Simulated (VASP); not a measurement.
Here is a VASP 6.6.1 calculation.

POSCAR

```
Te2Mo
1.0
    3.5182000000      0.0000000000      0.0000000000
   -1.7591000000      3.0468505800      0.0000000000
    0.0000000000      0.0000000000     13.9736000000
Te Mo
4 2
Direct
    0.3333333300      0.6666666700      0.6210000000
    0.6666666700      0.3333333300      0.1210000000
    0.3333333300      0.6666666700      0.8790000000
    0.6666666700      0.3333333300      0.3790000000
    0.3333333300      0.6666666700      0.2500000000
    0.6666666700      0.3333333300      0.7500000000
```

The input INCAR.step1:

```
SYSTEM = Te2Mo
  PREC = Accurate
  ENCUT = 520
  EDIFF = 1E-7
  ISMEAR = 0
  SIGMA = 0.02
  LREAL = .FALSE.
  LASPH = .TRUE.
  NELM = 100
  ALGO = Normal
  ISIF = 2
  LWAVE = .FALSE.
  LCHARG = .TRUE.
  MAGMOM = 0 0 0 0 0 0 0 0 0 0 0 0 0 0 0 0 0 0
  LORBIT = 11
  LSORBIT = .TRUE.
  GGA_COMPAT = .FALSE.
  LMAXMIX = 4
  GGA = PE
```

Contents of KPOINTS.step1:

```
regular mesh
0
G
  9 9 2
  0 0 0
```

File INCAR.step2:

```
SYSTEM = Te2Mo
  PREC = Accurate
  ENCUT = 520
  EDIFF = 1E-7
  ISMEAR = 0
  SIGMA = 0.05
  LREAL = .FALSE.
  LASPH = .TRUE.
  NELM = 100
  ALGO = Normal
  ISIF = 2
  LWAVE = .FALSE.
  LCHARG = .FALSE.
  MAGMOM = 0 0 0 0 0 0 0 0 0 0 0 0 0 0 0 0 0 0
  LORBIT = 11
  LSORBIT = .TRUE.
  GGA_COMPAT = .FALSE.
  LMAXMIX = 4
  GGA = PE
  ICHARG = 11
```

KPOINTS.step2

```
path GMKGALHA,LM,KH
10
line-mode
reciprocal
 0.0000000000  0.0000000000  0.0000000000  G
 0.5000000000  0.0000000000  0.0000000000  M

 0.5000000000  0.0000000000  0.0000000000  M
 0.3333333333  0.3333333333  0.0000000000  K

 0.3333333333  0.3333333333  0.0000000000  K
 0.0000000000  0.0000000000  0.0000000000  G

 0.0000000000  0.0000000000  0.0000000000  G
 0.0000000000  0.0000000000  0.5000000000  A

 0.0000000000  0.0000000000  0.5000000000  A
 0.5000000000  0.0000000000  0.5000000000  L

 0.5000000000  0.0000000000  0.5000000000  L
 0.3333333333  0.3333333333  0.5000000000  H

 0.3333333333  0.3333333333  0.5000000000  H
 0.0000000000  0.0000000000  0.5000000000  A

 0.5000000000  0.0000000000  0.5000000000  L
 0.5000000000  0.0000000000  0.0000000000  M

 0.3333333333  0.3333333333  0.0000000000  K
 0.3333333333  0.3333333333  0.5000000000  H
```

Potentials or basis: VASP PAW PBE potentials, release 64 (Te, Mo_sv).

Launch:

```bash
$ cat potpaw_PBE.64/Te/POTCAR potpaw_PBE.64/Mo_sv/POTCAR > POTCAR
$ cp INCAR.step1 INCAR
$ cp KPOINTS.step1 KPOINTS
$ mpirun -np 1 vasp_ncl > vasp.out
$ cp INCAR.step2 INCAR
$ cp KPOINTS.step2 KPOINTS
$ mpirun -np 1 vasp_ncl > vasp.out
```

(1) What does it give for the net moment?

## Answers

(1) 0.00 μB per cell.
